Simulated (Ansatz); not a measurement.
HfSiO4 (I4_1/amd): zone-centre phonons and dielectric response

Perturbation theory with PBEsol in the plane-wave code Ansatz on the PBEsol cell, ground state and force constants on a 6×6×6 mesh. No spin polarisation and no zero-point or thermal motion.

Space group I4_1/amd (No. 141), tetragonal; conventional cell a = 6.582 Å, c = 5.966 Å, 10.77 Å³ an atom. Hf has 8 O at 2.11–2.25 Å; Si has 4 O at 1.63 Å; O has 1 Si at 1.63 Å and 2 Hf at 2.11–2.25 Å.

```xyz
12
Lattice="-3.2911 3.2911 2.9831 3.2911 -3.2911 2.9831 3.2911 3.2911 -2.9831" Properties=species:S:1:pos:R:3 pbc="T T T"
Hf    0.0000    3.2911    1.4915
Hf    0.0000    0.0000    0.0000
Si    3.2911    0.0000    1.4915
Si    0.0000    0.0000    2.9831
O     3.2911    2.0748   -1.0851
O     4.5074    0.0000    0.4064
O     0.0000    1.2163    1.8980
O     2.0748    0.0000    0.4064
O     3.2911    1.2163    2.5766
O     1.2163    0.0000    4.0681
O     3.2911   -1.2163    2.5766
O     2.0748    3.2911    1.0851
```

Optical modes without the longitudinal term:
```
ω (cm⁻¹)  degeneracy  IR intensity, summed over the level ((D/Å)²/amu)
     135           1                                              0.00
     154           1                                              0.00
     161           2                                              0.00
     205           2                                              0.00
     243           2                                             42.22
     245           1                                              0.00
     253           1                                              0.00
     289           1                                             31.67
     340           2                                              0.00
     371           2                                             10.97
     390           1                                              0.00
     393           1                                              0.00
     409           2                                              5.36
     430           1                                              0.00
     522           2                                              0.00
     554           1                                              0.00
     578           1                                             14.28
     618           1                                              0.00
     858           2                                            115.34
     913           2                                              0.00
     926           1                                              0.00
     957           1                                              0.00
     970           1                                             48.18
    1006           1                                              0.00
```

All optical modes at Γ are real, from 135 to 1006 cm⁻¹ without the longitudinal term; this says nothing of other wave vectors. With the long-range field the highest mode reaches 1084 cm⁻¹. Of the real levels 7 are infrared active, the strongest at 858 cm⁻¹.

The clamped-ion dielectric constant comes out as 3.92 along x and y, 4.15 along z. With the ions relaxed, ε⁰ is 12.0 along all three axes, to this precision. Born charges, averaged over directions: Hf +5.07, Si +3.55, O -2.15 e.

For comparison, on the r2SCAN cell the mean ε∞ is 3.94 with PBE.
